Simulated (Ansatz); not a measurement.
## HfO2: experiment and calculation

**The experiment to reproduce.**

From “Combined computational and experimental investigation of high temperature thermodynamics and structure of cubic ZrO2 and HfO2”, 2018, pmc:6175917, for a bulk crystal of HfO2 at 2803 K: lattice constant a 5.246 ± 0.003 Å.

How close the calculation comes is told at the end.

Theory: DFT PBE, scalar-relativistic, plane waves, PAW (Ansatz).

Cutoff 420 eV; k points 8×8×8 on the computed 3-atom cell (Γ-centred); Gaussian smearing, width 0.02 eV; no spin polarisation.

Relaxed structure:

```xyz
3
Lattice="0.0000 2.5488 2.5488 2.5488 0.0000 2.5488 2.5488 2.5488 0.0000" Properties=species:S:1:pos:R:3 pbc="T T T"
Hf    0.0000    0.0000    0.0000
O     1.2744    1.2744    1.2744
O     3.8232    3.8232    3.8232
```

- Space group: Fm-3m (No. 225)
- Volume per atom: 11.04 Å³
- Formation energy from the elements' standard states (uncorrected): -3.371 eV/atom
- Kohn–Sham band gap: 3.75 eV, direct at X
- Orbital (Löwdin) character of the top 1 eV of the valence band: O 2p 93 %
- Orbital (Löwdin) character of the lowest 1 eV of the conduction band: Hf 5d 85 %, O 2p 12 %
- Electron masses at the edge by direction of the standard setting (m_e; one valley, along these axes only; no spin-orbit coupling): x: 1.2; y: 0.74; z: 0.74
- Hole masses at the edge by direction of the standard setting (m_e; one valley, along these axes only; no spin-orbit coupling): x: 0.29; y: 3.1; z: 3.1
- Bader charge by site (e): Hf (1 in the cell) 2.69, O (2 in the cell) -1.34

Spin-orbit coupling is left out, which matters for the bands of heavy elements.

Against the measured lattice constant a of HfO2, 5.246 Å (2803 K; “Combined computational and experimental investigation of high temperature thermodynamics and structure of cubic ZrO2 and HfO2”, 2018, pmc:6175917), the calculated 5.098 Å is off by -2.8 %. The calculation is for 0 K without zero-point motion.

Another cell of HfO2 relaxed alike, in P4_2/mnm, lies 64 meV/atom lower, so this cell isn't the stable form at this level.

It was relaxed from a cell as deposited in COD. Kohn–Sham gaps at this level usually fall short of measured ones. Löwdin shares on free-atom orbitals overweight diffuse shells in the empty bands.
